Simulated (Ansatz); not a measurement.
**MoS2 (R3m): one cell, many starting occupations (series 2), part 1 of 2**

Aim: start the open shells of MoS2 (R3m) from different occupation matrices at one fixed cell, and see in which states the SCF ends. Cell and atoms stay fixed.

Computed with Ansatz 0.2.0 (DFT LDA+U (U_eff = 4 eV on Mo d), plane waves, PAW, unless a step's input says otherwise).

### 1 The structure to begin with

The structure is trigonal, space group R3m (No. 160). Conventional cell: a = 3.163 Å, b = 3.163 Å, c = 18.370 Å, α = 90.00°, β = 90.00°, γ = 120.00°. Mo (site symmetry 3m) has 6 S at 2.36 Å as nearest neighbours. S (site symmetry 3m) is surrounded by 3 Mo at 2.36 Å.

Coordinates:

```cif
data_structure
_symmetry_space_group_name_H-M 'R3m:H'
_symmetry_Int_Tables_number 160
_cell_length_a 3.1630
_cell_length_b 3.1630
_cell_length_c 18.3700
_cell_angle_alpha 90.000
_cell_angle_beta 90.000
_cell_angle_gamma 120.000
_cell_volume 159.16
loop_
_atom_site_label
_atom_site_type_symbol
_atom_site_symmetry_multiplicity
_atom_site_Wyckoff_symbol
_atom_site_fract_x
_atom_site_fract_y
_atom_site_fract_z
_atom_site_occupancy
Mo1 Mo 3 a 0.00000 0.00000 0.00000 1
S1 S 3 a 0.00000 0.00000 0.25160 1
S2 S 3 a 0.33333 0.66667 0.08177 1
```

Magnetic order typed: ferromagnetic.

The runs: random orbitals: single harmonics, second filling; random orbitals: fully mixed, first filling; random orbitals: single harmonics, first filling; random orbitals: fully mixed, one electron fewer; random orbitals: drawn by pairs, first filling.

An earlier series on this cell reached its lowest free state from «random orbitals: drawn by pairs, first filling», perhaps among other starts (it ended without moments).

### 2 Random orbitals: single harmonics, second filling

input.yaml reads:

```yaml
crystal:
  lattice:
    - [1.58149989, 0.91307939, 6.12332821]
    - [-1.58149989, 0.91307939, 6.12332821]
    - [0.0, -1.82615878, 6.12332821]
  atoms:
    - { symbol: Mo, position: [0.0, 0.0, 0.0], spin: 0.3 }
    - { symbol: S, position: [0.7484, 0.7484, 0.7484] }
    - { symbol: S, position: [0.5849, 0.5849, 0.5849] }
basis:
  ecutwfc: 420
  ecutrho_ratio: 4
kpoints:
  mp_grid: { grid: [7, 7, 7] }
hamiltonian:
  xc: lda
  hubbard:
    sites:
      - { site: 0, l: d, u_eff: 4.0, starting_ns: [{ spin: up, occupation_matrix: s0up }, { spin: down, occupation_matrix: s0down }] }
    occupation_matrices:
      s0up:
        matrix:
          - [0.02, 0.0, 0.0, 0.0, 0.0]
          - [0.0, 0.97, 0.0, 0.0, 0.0]
          - [0.0, 0.0, 0.02, 0.0, 0.0]
          - [0.0, 0.0, 0.0, 0.02, 0.0]
          - [0.0, 0.0, 0.0, 0.0, 0.02]
      s0down:
        matrix:
          - [0.02, 0.0, 0.0, 0.0, 0.0]
          - [0.0, 0.97, 0.0, 0.0, 0.0]
          - [0.0, 0.0, 0.02, 0.0, 0.0]
          - [0.0, 0.0, 0.0, 0.02, 0.0]
          - [0.0, 0.0, 0.0, 0.0, 0.02]
    ns_hold: { iters: 12 }
scf:
  occupations: { method: gaussian, width: 0.05 }
  lower_state_search: "off"
  max_iter: 150
output:
  forces: true
  stress: true
  eigenvalues: true
  populations: true
  hubbard: { sites: [{ site: 0, l: d }] }
magnetization:
  spin_polarized: true
```

The typed matrices put 0.97 on the chosen orbitals and 0.02 on the others, and are held for 12 cycles.

Started as:

```bash
$ ansatz run input.yaml --threads 2 --pin off --max-ram 3072MiB --backend cpu --events-out ev --progress --plain --runs-dir out
```

Output, shortened:

```text
Warning: crystal.symmetry: narrowed to the stabiliser of the occupation matrices — unitary ops 6 → 2; lowered by the specified shell (site 0, l: d); largest admitted image defect 4.4e-16, smallest excluded 7.1e-1 — at a splitting's scale: the group the occupation matrices' own texture admits
Warning: RAYON_NUM_THREADS=2 ignored (pool sized by the plan → 2); use --threads N
[...]
Mo: projections on atomic orbitals take those of the free atom [Ar 3d10] 4s2 4p6 4d5 5s1, of charge +0.00 (hamiltonian.pseudopotentials.projection_atoms); the dataset's partial waves leave at most 6.0e-6 of an orbital's norm unspanned inside its sphere
S: projections on atomic orbitals take those of the free atom [Ne] 3s2 3p4, of charge +0.00 (hamiltonian.pseudopotentials.projection_atoms); the dataset's partial waves leave at most 1.6e-7 of an orbital's norm unspanned inside its sphere
[...]
Pseudopotentials: kind: paw
Pseudopotential: Mo, paw, valence charge 14, recommended cutoff 420 eV (normal), Mo.paw.azcp
Pseudopotential: S, paw, valence charge 6, recommended cutoff 420 eV (normal), S.paw.azcp
Functional definition: SPW92
[...]
Crystal: 3 atoms, lattice volume = 53.054 Å³
Basis set: ecut = 420 eV, 1011 PW (Γ), FFT grids on a1−a3, a2−a3, a3
Bands: 18, of which v1, the nominal top of the filled ones, is band 13 counted from 1 (12 counted from 0)
Symmetry: 2 space group operations
k-points: 100 of 343 (time reversal used)
[...]
Starting moments: Σ|m| = 0.3 μB on 1 of 3 sites
[...]
SCF iter   1: F=—  HF=-6577.554117 eV  |F-HF|=—  |Δ(HF+E_count)|=         —  Δρ=5.73e-2 (↑5.73e-2 ↓4.58e-2)  dr2=8.79e0  dr2_m=3.29e-2  M=0.024 μB ∫|m|=0.050 μB  β_m=0.30  ethr=3.10e-3  ⟨swp⟩=6.0  Hψ=20012  notcnv=0
[...]
spin=Collinear: Kerker preconditioning applied to the charge; magnetization (m = ρ↑ − ρ↓) channel mixes plain (no charge-response kernel on spin).
[...]
WARN: the starting moments were not kept: the SCF closed with an absolute magnetisation of 6.8e-8 μB, where they sum to 0.3 μB in size (1 site). That is at most 0.1 of that sum. Measured as dr2_m measures the in/out step, that magnetisation stands 1.0e-15 eV from none, at or under the [...]
WARN: hamiltonian.hubbard: on 2 of 2 specified blocks the occupation matrix of this SCF's result fails the test of the specified filling. At site 0 ↑ (sites count from 0 in the list of atoms of the cell that this SCF solves) the least filled combination of the orbitals specified full has [...]
Fermi energy:    11.219444 eV
[...]
--- Specified on-site occupations, and those of the state reported ---
  electrons in the specified blocks: 2.1000 specified, 5.2474 found
  site 0 (l=d) ↑: largest change of an orbital's occupation 0.5939; electrons 1.0500 specified, 2.6237 found; spectral distance 1.0302
  site 0 (l=d) ↓: largest change of an orbital's occupation 0.5939; electrons 1.0500 specified, 2.6237 found; spectral distance 1.0302
--- Forces (eV/Å), atoms counted from 1 ---
  atom   1  Mo     0.00000000    -0.00001146    -0.00096200
  atom   2  S      0.00000000     0.00001566     0.80641901
  atom   3  S      0.00000000     0.00001488    -0.80546169
[...]
--- Stress (GPa, compression-positive) ---
       -1.051242       0.000000       0.000000
        0.000000      -1.051329       0.000015
        0.000000       0.000015       6.042272
  P = ⅓ Tr σ = 1.3132 GPa (13.132 kbar)
--- Band table (eV; the first three rows and the last of 200) ---
  k-point 0 ↑: bands = ["-50.5010", "-24.7164", "-24.5285", "-24.5285", "-4.3127", "-2.4467", "3.6201", "7.0698", "7.0699", "8.4368", "8.4368", "9.5571", "9.7211", "12.9577", "12.9577", "13.3969", "13.3970", "16.1617"]
[...]
Occupation matrices written to <dir>
--- Löwdin populations: 3 sites ---
  site symbol       q [e]    m [muB]
     0     Mo     13.7453    -0.0000
     1      S      6.0223     0.0000
     2      S      6.0258     0.0000
  spilling = 0.007944 (of n_electrons = 26.000000)
--- Occupation matrices: 1 shell (run DFT+U table (all-electron-ortho-atomic); ε = 5.58e-3) ---
  Mo0 d_4D: site group C3v (3m)
  Mo0 d_4D up     Tr n = 2.6237  λ = 0.472 0.472 0.532 0.532 0.614  [2× xz 0.50 E(1.00) | 2× x2-y2 0.50 E(1.00) | z2 1.00 A1(1.00)]
  Mo0 d_4D dn     Tr n = 2.6237  λ = 0.472 0.472 0.532 0.532 0.614  [2× xz 0.50 E(1.00) | 2× x2-y2 0.50 E(1.00) | z2 1.00 A1(1.00)]
  specified occupation → Mo0 d_4D up: matrix, ‖Δ‖_F = 1.1533, Tr Δ = -1.5737, displaced = 1.2844, d_λ = 1.0302; orbital distance = 1.4142
  specified occupation → Mo0 d_4D dn: matrix, ‖Δ‖_F = 1.1533, Tr Δ = -1.5737, displaced = 1.2844, d_λ = 1.0302; orbital distance = 1.4142
  Tr n, λ and their labels are of the run-group-symmetrised matrices; stabiliser: 12 of 12 elements of G0×{1,Θ} (closed), max defect 1.4e-5 at τ = 1.2e-3
```

It took 38 s on 2 threads of Arm Neoverse V2, shared host; peak memory 0.51 GiB.

It ends with a gap on the mesh of 0.85 eV, pressure 1.3 GPa, no moment over 0.05 μB in any sphere, largest force component 0.81 eV/Å, 2 symmetry operations imposed. The program reports that the typed filling wasn't kept.

How the shells are filled (orbitals counted by the eigenvalues of the occupation matrices):

```tsv
shell	channel	electrons	over 0.8	0.2 to 0.8	under 0.2
Mo 4d (atom 1)	up	2.62	0	5	0
Mo 4d (atom 1)	down	2.62	0	5	0
```

### 3 Random orbitals: fully mixed, first filling

Edit input.yaml of step 2 so:

```diff
@@ -6,3 +6,3 @@
   atoms:
-    - { symbol: Mo, position: [0.0, 0.0, 0.0], spin: 0.3 }
+    - { symbol: Mo, position: [0.0, 0.0, 0.0], spin: 2.0 }
     - { symbol: S, position: [0.7484, 0.7484, 0.7484] }
@@ -22,4 +22,11 @@
         matrix:
+          - [0.04557, -0.07156, 0.01533, 0.11224, -0.07537]
+          - [-0.07156, 0.28027, 0.18792, -0.31445, 0.20052]
+          - [0.01533, 0.18792, 0.91739, 0.06619, -0.08534]
+          - [0.11224, -0.31445, 0.06619, 0.51278, -0.33084]
+          - [-0.07537, 0.20052, -0.08534, -0.33084, 0.244]
+      s0down:
+        matrix:
           - [0.02, 0.0, 0.0, 0.0, 0.0]
-          - [0.0, 0.97, 0.0, 0.0, 0.0]
+          - [0.0, 0.02, 0.0, 0.0, 0.0]
           - [0.0, 0.0, 0.02, 0.0, 0.0]
@@ -27,10 +34,3 @@
           - [0.0, 0.0, 0.0, 0.0, 0.02]
-      s0down:
-        matrix:
-          - [0.02, 0.0, 0.0, 0.0, 0.0]
-          - [0.0, 0.97, 0.0, 0.0, 0.0]
-          - [0.0, 0.0, 0.02, 0.0, 0.0]
-          - [0.0, 0.0, 0.0, 0.02, 0.0]
-          - [0.0, 0.0, 0.0, 0.0, 0.02]
-    ns_hold: { iters: 12 }
+    ns_hold: { iters: 5 }
 scf:
```

The typed matrices are held for 5 cycles.

Started as:

```bash
$ ansatz run input.yaml --threads 2 --pin off --max-ram 3072MiB --backend cpu --events-out ev --progress --plain --runs-dir out
```

Output, shortened:

```text
Warning: crystal.symmetry: narrowed to the stabiliser of the occupation matrices — unitary ops 6 → 1; lowered by the specified shell (site 0, l: d); largest admitted image defect 4.4e-16, smallest excluded 4.9e-1 — at a splitting's scale: the group the occupation matrices' own texture admits
Warning: RAYON_NUM_THREADS=2 ignored (pool sized by the plan → 2); use --threads N
[...]
Mo: projections on atomic orbitals take those of the free atom [Ar 3d10] 4s2 4p6 4d5 5s1, of charge +0.00 (hamiltonian.pseudopotentials.projection_atoms); the dataset's partial waves leave at most 6.0e-6 of an orbital's norm unspanned inside its sphere
S: projections on atomic orbitals take those of the free atom [Ne] 3s2 3p4, of charge +0.00 (hamiltonian.pseudopotentials.projection_atoms); the dataset's partial waves leave at most 1.6e-7 of an orbital's norm unspanned inside its sphere
[...]
Pseudopotentials: kind: paw
Pseudopotential: Mo, paw, valence charge 14, recommended cutoff 420 eV (normal), Mo.paw.azcp
Pseudopotential: S, paw, valence charge 6, recommended cutoff 420 eV (normal), S.paw.azcp
Functional definition: SPW92
[...]
Crystal: 3 atoms, lattice volume = 53.054 Å³
Basis set: ecut = 420 eV, 1011 PW (Γ), FFT grids on a1−a3, a2−a3, a3
[...]
WARN: the starting moments were not kept: the SCF closed with an absolute magnetisation of 4.4e-6 μB, where they sum to 2 μB in size (1 site). That is at most 0.1 of that sum. Measured as dr2_m measures the in/out step, that magnetisation stands 4.1e-12 eV from none, at or under the [...]
WARN: hamiltonian.hubbard: on 2 of 2 specified blocks the occupation matrix of this SCF's result fails the test of the specified filling. At site 0 ↑ (sites count from 0 in the list of atoms of the cell that this SCF solves) the least filled combination of the orbitals specified full has [...]
--- Stress (GPa, compression-positive) ---
       -1.050043       0.000002       0.000002
        0.000002      -1.050051       0.000004
        0.000002       0.000004       6.042529
  P = ⅓ Tr σ = 1.3141 GPa (13.141 kbar)
--- Band table (eV; the first three rows and the last of 344) ---
  k-point 0 ↑: bands = ["-50.5008", "-24.7162", "-24.5283", "-24.5283", "-4.3127", "-2.4467", "3.6201", "7.0700", "7.0700", "8.4369", "8.4369", "9.5572", "9.7211", "12.9578", "12.9578", "13.3970", "13.3970", "16.1618"]
[...]
Occupation matrices written to <dir>
--- Löwdin populations: 3 sites ---
  site symbol       q [e]    m [muB]
     0     Mo     13.7452     0.0000
     1      S      6.0224    -0.0000
     2      S      6.0259    -0.0000
  spilling = 0.007944 (of n_electrons = 26.000000)
--- Occupation matrices: 1 shell (run DFT+U table (all-electron-ortho-atomic); ε = 2.50e-4) ---
  Mo0 d_4D: site group C3v (3m)
  Mo0 d_4D up     Tr n = 2.6236  λ = 0.472 0.472 0.532 0.532 0.614  [2× xz 0.50 E(1.00) | 2× x2-y2 0.50 E(1.00) | z2 1.00 A1(1.00)]
  Mo0 d_4D dn     Tr n = 2.6236  λ = 0.472 0.472 0.532 0.532 0.614  [2× xz 0.50 E(1.00) | 2× x2-y2 0.50 E(1.00) | z2 1.00 A1(1.00)]
  specified occupation → Mo0 d_4D up: matrix, ‖Δ‖_F = 1.1314, Tr Δ = -0.6236, displaced = 1.2590, d_λ = 0.9951; orbital distance = 1.6417
  specified occupation → Mo0 d_4D dn: matrix, ‖Δ‖_F = 1.1346, Tr Δ = -2.5236, displaced = 1.2618, d_λ = 1.1346; orbital distance = 0.0000
  Tr n, λ and their labels are of the run-group-symmetrised matrices; stabiliser: 12 of 12 elements of G0×{1,Θ} (closed), max defect 3.8e-6 at τ = 5.3e-5
```

It took 39 s on 2 threads of Arm Neoverse V2, shared host; peak memory 0.67 GiB.

Result: a gap on the mesh of 0.85 eV, pressure 1.3 GPa, no moment over 0.05 μB in any sphere, largest force component 0.81 eV/Å, 1 symmetry operation imposed. The program reports that the typed filling wasn't kept.

The shells' filling, with natural orbitals sorted by occupation:

```tsv
shell	channel	electrons	over 0.8	0.2 to 0.8	under 0.2
Mo 4d (atom 1)	up	2.62	0	5	0
Mo 4d (atom 1)	down	2.62	0	5	0
```

### 4 Random orbitals: single harmonics, first filling

Edit input.yaml of step 3 so:

```diff
@@ -22,7 +22,7 @@
         matrix:
-          - [0.04557, -0.07156, 0.01533, 0.11224, -0.07537]
-          - [-0.07156, 0.28027, 0.18792, -0.31445, 0.20052]
-          - [0.01533, 0.18792, 0.91739, 0.06619, -0.08534]
-          - [0.11224, -0.31445, 0.06619, 0.51278, -0.33084]
-          - [-0.07537, 0.20052, -0.08534, -0.33084, 0.244]
+          - [0.02, 0.0, 0.0, 0.0, 0.0]
+          - [0.0, 0.02, 0.0, 0.0, 0.0]
+          - [0.0, 0.0, 0.97, 0.0, 0.0]
+          - [0.0, 0.0, 0.0, 0.02, 0.0]
+          - [0.0, 0.0, 0.0, 0.0, 0.97]
       s0down:
@@ -34,3 +34,3 @@
           - [0.0, 0.0, 0.0, 0.0, 0.02]
-    ns_hold: { iters: 5 }
+    ns_hold: { iters: 12 }
 scf:
```

The typed matrices put 0.97 on the chosen orbitals and 0.02 on the others, and are held for 12 cycles.

Started as:

```bash
$ ansatz run input.yaml --threads 2 --pin off --max-ram 3072MiB --backend cpu --events-out ev --progress --plain --runs-dir out
```

Output, shortened:

```text
Warning: crystal.symmetry: narrowed to the stabiliser of the occupation matrices — unitary ops 6 → 2; lowered by the specified shell (site 0, l: d); largest admitted image defect 4.4e-16, smallest excluded 7.1e-1 — at a splitting's scale: the group the occupation matrices' own texture admits
Warning: RAYON_NUM_THREADS=2 ignored (pool sized by the plan → 2); use --threads N
[...]
Mo: projections on atomic orbitals take those of the free atom [Ar 3d10] 4s2 4p6 4d5 5s1, of charge +0.00 (hamiltonian.pseudopotentials.projection_atoms); the dataset's partial waves leave at most 6.0e-6 of an orbital's norm unspanned inside its sphere
S: projections on atomic orbitals take those of the free atom [Ne] 3s2 3p4, of charge +0.00 (hamiltonian.pseudopotentials.projection_atoms); the dataset's partial waves leave at most 1.6e-7 of an orbital's norm unspanned inside its sphere
[...]
Pseudopotentials: kind: paw
Pseudopotential: Mo, paw, valence charge 14, recommended cutoff 420 eV (normal), Mo.paw.azcp
Pseudopotential: S, paw, valence charge 6, recommended cutoff 420 eV (normal), S.paw.azcp
Functional definition: SPW92
[...]
Crystal: 3 atoms, lattice volume = 53.054 Å³
Basis set: ecut = 420 eV, 1011 PW (Γ), FFT grids on a1−a3, a2−a3, a3
[...]
WARN: the starting moments were not kept: the SCF closed with an absolute magnetisation of 1.2e-5 μB, where they sum to 2 μB in size (1 site). That is at most 0.1 of that sum. Measured as dr2_m measures the in/out step, that magnetisation stands 2.8e-11 eV from none, at or under the [...]
WARN: hamiltonian.hubbard: on 2 of 2 specified blocks the occupation matrix of this SCF's result fails the test of the specified filling. At site 0 ↑ (sites count from 0 in the list of atoms of the cell that this SCF solves) the least filled combination of the orbitals specified full has [...]
--- Stress (GPa, compression-positive) ---
       -1.050058       0.000000       0.000000
        0.000000      -1.050055       0.000005
        0.000000       0.000005       6.042535
  P = ⅓ Tr σ = 1.3141 GPa (13.141 kbar)
--- Band table (eV; the first three rows and the last of 200) ---
  k-point 0 ↑: bands = ["-50.5008", "-24.7162", "-24.5283", "-24.5283", "-4.3127", "-2.4467", "3.6201", "7.0700", "7.0700", "8.4369", "8.4369", "9.5572", "9.7211", "12.9578", "12.9578", "13.3970", "13.3970", "16.1618"]
[...]
Occupation matrices written to <dir>
--- Löwdin populations: 3 sites ---
  site symbol       q [e]    m [muB]
     0     Mo     13.7452     0.0000
     1      S      6.0224    -0.0000
     2      S      6.0259    -0.0000
  spilling = 0.007944 (of n_electrons = 26.000000)
--- Occupation matrices: 1 shell (run DFT+U table (all-electron-ortho-atomic); ε = 5.87e-4) ---
  Mo0 d_4D: site group C3v (3m)
  Mo0 d_4D up     Tr n = 2.6236  λ = 0.472 0.472 0.532 0.532 0.614  [2× xz 0.50 E(1.00) | 2× x2-y2 0.50 E(1.00) | z2 1.00 A1(1.00)]
  Mo0 d_4D dn     Tr n = 2.6236  λ = 0.472 0.472 0.532 0.532 0.614  [2× xz 0.50 E(1.00) | 2× x2-y2 0.50 E(1.00) | z2 1.00 A1(1.00)]
  specified occupation → Mo0 d_4D up: matrix, ‖Δ‖_F = 1.1221, Tr Δ = -0.6236, displaced = 1.2469, d_λ = 0.9951; orbital distance = 1.5811
  specified occupation → Mo0 d_4D dn: matrix, ‖Δ‖_F = 1.1346, Tr Δ = -2.5236, displaced = 1.2618, d_λ = 1.1346; orbital distance = 0.0000
  Tr n, λ and their labels are of the run-group-symmetrised matrices; stabiliser: 12 of 12 elements of G0×{1,Θ} (closed), max defect 9.2e-6 at τ = 1.2e-4
```

Run time: 36 s. Hardware: 2 threads of Arm Neoverse V2, shared host; peak memory 0.52 GiB.

Result: a gap on the mesh of 0.85 eV, pressure 1.3 GPa, no moment over 0.05 μB in any sphere, largest force component 0.81 eV/Å, 2 symmetry operations imposed. The program reports that the typed filling wasn't kept.

How the shells are filled (orbitals counted by the eigenvalues of the occupation matrices):

```tsv
shell	channel	electrons	over 0.8	0.2 to 0.8	under 0.2
Mo 4d (atom 1)	up	2.62	0	5	0
Mo 4d (atom 1)	down	2.62	0	5	0
```

(Continued in part 2 of 2.)
